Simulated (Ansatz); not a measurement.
# InPd under strains and displacements

Computed with DFT PBE, scalar-relativistic, plane waves, PAW (Ansatz 0.2.0).

Settings: cutoff 420 eV, Γ-centred mesh 14×14×14 on the computed 2-atom cell, Gaussian smearing of 0.10 eV; no spin polarisation.

Reference cell:

```
In Pd
1.0
     3.27188    0.00000    0.00000
     0.00000    3.27188    0.00000
     0.00000    0.00000    3.27188
In Pd
1 1
Cartesian
  0.0000 0.0000 0.0000
  1.6359 1.6359 1.6359
```

Each variant moves atoms of this cell by the vectors given, if any (Å), and then applies a symmetric strain (tensor components, Cartesian axes). The reference cell isn't relaxed at this level. Energies are per atom at zero smearing, counted from the lowest variant. Pressure is positive in compression.

1. strain (xx yy zz yz xz xy, %) 0.84 0.84 0.84 0.00 0.00 0.00
2. strain (xx yy zz yz xz xy, %) -1.57 -1.57 -1.57 0.00 0.00 0.00
3. strain (xx yy zz yz xz xy, %) -2.12 -2.12 -2.12 0.00 0.00 0.00

```csv
result,ΔE (meV/atom),P (GPa)
A,0.0,0.59
B,62.5,13.82
C,41.3,10.84
```

(1) Which variant gave which result?

Answers

(1) A is 1, B is 3, C is 2. The pressure falls as the cell grows: from the smallest volume to the largest the variants are 3, 2, 1.